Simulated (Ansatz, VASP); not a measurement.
## Ti: VASP beside Ansatz

```xyz
1
Lattice="-1.5918 1.5918 1.6902 1.5918 -1.5918 1.6902 1.5918 1.5918 -1.6902" Properties=species:S:1:pos:R:3 pbc="T T T"
Ti    0.0000    0.0000    0.0000
```

Change from the starting cell: strain -0.030 along x and y, +0.030 along z, atoms carried along.

Alike in both runs: task single point; functional PBEsol; k mesh 20 × 20 × 20; occupations gaussian, width 0.15 eV; no spin polarisation.

|  | VASP | Ansatz |
| --- | --- | --- |
| version | VASP 6.6.1 | Ansatz 0.2.0 |
| potentials or method | VASP PAW PBE potentials, release 64 (Ti_sv) | scalar-relativistic, plane waves, PAW |
| plane-wave cutoff (eV) | 520 | 420 |
| valence electrons in the cell | 12 | 12 |

```csv
,VASP,Ansatz,Ansatz less VASP
gap on the k mesh at the Fermi level (eV),none,none,-
pressure (GPa),-3.8,-3.6,+0.22
largest component of the traceless stress (GPa),0.76,0.76,+0.001
```

A gap of «none» marks a metal or a gap that the smearing closes. The functional is the same, so the differences come from potentials, cutoffs and numerics.

Caveats: the PAW data sets were made with another functional, which shifts forces and pressure a little (VASP).
